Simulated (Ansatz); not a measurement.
TlBr, CsCl type at its r2SCAN geometry, run in the PAW code Ansatz at 2 levels of theory. (Simulation; spin polarisation is off.)

The HSE06 input:
```yaml
crystal:
  lattice:
    - [3.9949064133, 0.0, 0.0]
    - [0.0, 3.9949064133, 0.0]
    - [0.0, 0.0, 3.9949064133]
  atoms:
    - { symbol: Tl, position: [0.0, 0.0, 0.0] }
    - { symbol: Br, position: [0.5, 0.5, 0.5] }
kpoints:
  mp_grid: { grid: [4, 4, 4] }
  band_path:
    path: [[0.0, 0.0, 0.0], [0.0, 0.5, 0.0], [0.5, 0.5, 0.0], [0.5, 0.5, 0.5]]
    npoints: 1
hamiltonian:
  xc: hse06
scf:
  occupations: { method: fixed }
  n_extra_bands: 4
output:
  forces: true
  stress: true
  eigenvalues: true
```

Main results, then, where recorded, the levels near the gap in eV from the Fermi energy (columns number the bands from 0), one row a point of the path (Γ, X, M, R):
```
Crystal: 2 atoms, lattice volume = 63.756 Å³
Symmetry: 48 space group operations
Space group: Pm-3m (ITA 221)
```
```
Basis set: ecut = 420 eV, 1237 PW (Γ)
Bands: 14, of which v1, the nominal top of the filled ones, is band 10 counted from 1 (9 counted from 0)
k-points: 10 of 64
Exchange kernel: α = 0.2500, screened, ω = 0.2079 Å⁻¹, Wigner–Seitz truncation, v(0) = 1034.6977 eV·Å³, q-mesh 4×4×4
hybrid outer 1: dexx = +4.774e-3 eV, tail = 1.33e-5 eV
hybrid outer 2: dexx = +2.911e-7 eV, tail = 6.28e-9 eV, Δε = 2.99e-3 eV
Free energy (F): -14234.383248 eV
Fermi energy:    4.511010 eV
--- Stress (GPa, compression-positive) ---
        0.749955       0.000000       0.000000
        0.000000       0.749955       0.000000
        0.000000       0.000000       0.749955
  P = ⅓ Tr σ = 0.7500 GPa (7.500 kbar)
```
```tsv
band_7	band_8	band_9	band_10	band_11	band_12
-1.554	-1.554	-1.554	7.854	7.854	8.247
-1.042	-1.042	0.000	2.581	6.683	6.683
-3.254	-3.254	-0.942	5.724	5.724	8.431
-2.246	-2.246	-2.246	2.865	2.865	2.865
```

HSE06 gives a direct gap of 2.58 eV at X.

Problem. Another run on the same cell gave
```
Basis set: ecut = 420 eV, 1237 PW (Γ)
Bands: 14, of which v1, the nominal top of the filled ones, is band 10 counted from 1 (9 counted from 0)
k-points: 10 of 64
hybrid outer 1: dexx = +7.316e-3 eV, tail = 2.39e-5 eV
hybrid outer 2: dexx = +5.371e-7 eV, tail = 1.17e-8 eV, Δε = 3.42e-3 eV
Free energy (F): -14231.318190 eV
Fermi energy:    4.168329 eV
--- Stress (GPa, compression-positive) ---
        0.657456       0.000000       0.000000
        0.000000       0.657456       0.000000
        0.000000       0.000000       0.657456
  P = ⅓ Tr σ = 0.6575 GPa (6.575 kbar)
```
```tsv
band_7	band_8	band_9	band_10	band_11	band_12
-1.605	-1.605	-1.605	8.530	8.530	8.967
-1.074	-1.074	0.000	3.215	7.374	7.374
-3.336	-3.336	-0.979	6.427	6.427	9.151
-2.294	-2.294	-2.294	3.518	3.518	3.518
```
Which level of theory gave it?

Solution. It is PBE0, judged by the exchange loop and the size of the gap (a near hybrid could fit too), on 4×4×4; the blocks that differ from the first input, but for the band path:
```yaml
hamiltonian:
  xc: pbe0
```
PBE0 gives a direct gap of 3.22 eV at X. At this geometry PBE0 finds +0.7 GPa, compression counted positive: its own equilibrium volume is larger. (The program warns that its thresholds are loose for a hybrid's stress.)

Totals of different functionals can't be compared.

Spin-orbit coupling is left out; in compounds of Pb, Bi, Tl or Hg it can lower a gap by up to about 1 eV, split its edges or invert the bands.

The meshes of the hybrids are coarse, so their gaps aren't converged to the digits shown.
